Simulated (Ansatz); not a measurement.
## Equation of state of MgI2

```
CELL_PARAMETERS angstrom
4.15370 0.00000 0.00000
-2.07685 3.59721 0.00000
0.00000 0.00000 6.86200
ATOMIC_POSITIONS crystal
Mg 0.00000 0.00000 0.00000
I 0.33333 0.66667 0.75763
I 0.66667 0.33333 0.24237
```

The conventional cell has a = 4.154 Å, b = 4.154 Å, c = 6.862 Å, α = 90.00°, β = 90.00°, γ = 120.00°. Around Mg (atom 1) lie 6 I at 2.92 Å. I (atom 2) is surrounded by 3 Mg at 2.92 Å.

The structure is an experimental refinement, used without relaxation.

Spin–orbit coupling is left out, though it moves levels of the heavy atoms by tenths of an eV or more.

Methods: DFT, PBEsol, all-electron LAPW, scalar-relativistic (Ansatz 0.2.0); DFT, PBEsol, PAW with Ansatz's default frozen-core files, scalar-relativistic (Ansatz 0.2.0).

For LAPW: a Γ-centred 7×7×4 k mesh, Fermi–Dirac smearing of 0.03 eV, basis error target 1 meV/atom, no spin polarisation. PAW takes a cutoff of 420 eV at this cell (files made with PBE, cores remade for this functional). The Ansatz runs share mesh, smearing and spin set-up. Plane-wave (PAW) pressures include the program's estimate of the Pulay term.

The cell above is scaled evenly, with fractional coordinates and shape held.

```csv
V/V(cell),V (Å³/atom),"P, LAPW (GPa)","P, PAW (GPa)","gap on the k mesh, LAPW (eV)","free energy over the lowest listed, PAW (meV/atom)"
0.9400,32.126,1.92,1.93,3.50,10.4
0.9800,33.493,0.44,0.44,3.49,0.5
1.0000,34.177,-0.19,-0.19,3.48,0.0
1.0100,34.518,-0.48,-0.48,3.47,0.7
1.0400,35.544,-1.26,-1.26,3.43,6.3
```

Problem. What do Birch–Murnaghan fits to the pressures give?

Solution. LAPW: V0 = 33.96 Å³/atom, B0 = 31 GPa, B0′ = 4.4; PAW: V0 = 33.96 Å³/atom, B0 = 31 GPa, B0′ = 4.4.

PAW's V0 lies 0.01 % from the all-electron value and its B0 0.0 %. With shape and internal coordinates held, B0 is an upper bound to the relaxed modulus.
